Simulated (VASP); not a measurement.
Write the native input for VASP 6.6.1 that does the following.

```
Task                   : relaxation of cell and atoms
Functional             : PBEsol
Potentials or basis    : VASP PAW PBE potentials, release 64 (K_pv, Cl)
Cutoff                 : 580 eV
k mesh                 : 6 × 6 × 6
Occupations            : gaussian, width 0.02 eV
Spin                   : no spin polarisation
Further INCAR settings : ALGO = Normal; EDIFF = 1e-07; IBRION = 2; EDIFFG = -0.005; NSW = 90; ISIF = 3
```

The structure of KCl lies in POSCAR:

```
KCl
1.0
    0.0000000000      3.1341000000      3.1341000000
    3.1341000000      0.0000000000      3.1341000000
    3.1341000000      3.1341000000      0.0000000000
K Cl
1 1
Direct
    0.0000000000      0.0000000000      0.0000000000
    0.5000000000      0.5000000000      0.5000000000
```

One way to write it, as run:

INCAR

```
PREC = Accurate
ENCUT = 580
EDIFF = 1E-7
ISMEAR = 0
SIGMA = 0.02
LREAL = False
LASPH = True
NELM = 60
ALGO = Normal
ISIF = 3
LWAVE = False
LCHARG = False
GGA = PS
IBRION = 2
NSW = 90
EDIFFG = -0.005
```

KPOINTS

```
Automatic mesh
0
Gamma
  6 6 6
```

Potentials or basis: VASP PAW PBE potentials, release 64 (K_pv, Cl).

Run with:

```console
$ cat potpaw_PBE.64/K_pv/POTCAR potpaw_PBE.64/Cl/POTCAR > POTCAR
$ mpirun -np 1 vasp_std > vasp.out
```

It gave:

The relaxed volume is 31.12 Å³/atom. The relaxed cell is a = 4.448 Å, b = 4.448 Å, c = 4.448 Å, α = 60.00°, β = 60.00°, γ = 60.00°. The space group after relaxing (to 0.05 Å) is Fm-3m (No. 225) and the energy gained by relaxing is 0.2 meV/atom. The ionic steps are 3 and the pressure after relaxing is 0.0 GPa. The band gap on the k mesh is 5.02 eV, direct.

Caveat: the PAW data sets were made with another functional, which shifts forces and pressure a little.

Run time: 28 s on 1 thread of Intel(R) Xeon(R) Platinum 8488C (Sapphire Rapids), on a shared host, peak memory 0.21 GiB.
